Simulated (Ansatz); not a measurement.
Theory: Ansatz, DFT PBE, scalar-relativistic, plane waves, PAW. Several structures of Ca2O were relaxed, and the powder pattern of one of them was computed from 10° to 70° in 2θ (λ = 1.5406 Å; lines under 1 % are left out).

Cu Kα1 powder pattern (kinematic, no thermal factors).
2θ (°) (relative intensity): 15.54 (60), 22.04 (9), 26.78 (100), 30.31 (14), 31.37 (15), 38.45 (25), 44.18 (29), 44.95 (10), 47.11 (8), 47.66 (2), 47.84 (4), 51.73 (14), 53.09 (11), 55.18 (3), 57.69 (10), 58.33 (7), 59.35 (6), 60.13 (3), 60.60 (2), 63.05 (3), 65.38 (2), 65.45 (1), 67.15 (3), 69.83 (10), 69.98 (2)

Problem. Which structure gives it?
A. Space group P-4m2 (No. 115), tetragonal, a = 3.779 Å, c = 5.769 Å. Ca is surrounded by 2 O at 2.26 Å and 8 Ca at 3.64–3.78 Å; around O lie 4 Ca at 2.26 Å.
B. Space group I4_1/amd (No. 141), tetragonal, a = 4.966 Å, c = 10.571 Å. Ca has 3 O at 2.42–2.49 Å, 2 Ca at 3.32 Å and 8 Ca at 3.54–3.63 Å; O has 6 Ca at 2.42–2.49 Å.
C. Space group P4_2/mcm (No. 132), tetragonal, a = 5.699 Å, c = 5.893 Å. Ca has 2 O at 2.20 Å, 1 Ca at 3.26 Å and 4 Ca at 3.74 Å; around O lie 4 Ca at 2.20 Å.

Solution. C. Its strongest line, at 2θ = 26.78°, has d = λ/(2 sin θ) = 3.327 Å and is the (1 1 1) reflection of the conventional P4_2/mcm cell with a = 5.699 Å, c = 5.893 Å. The others have their strongest lines at 28.2° (A); 30.5° (B).

The cells needn't be stable.
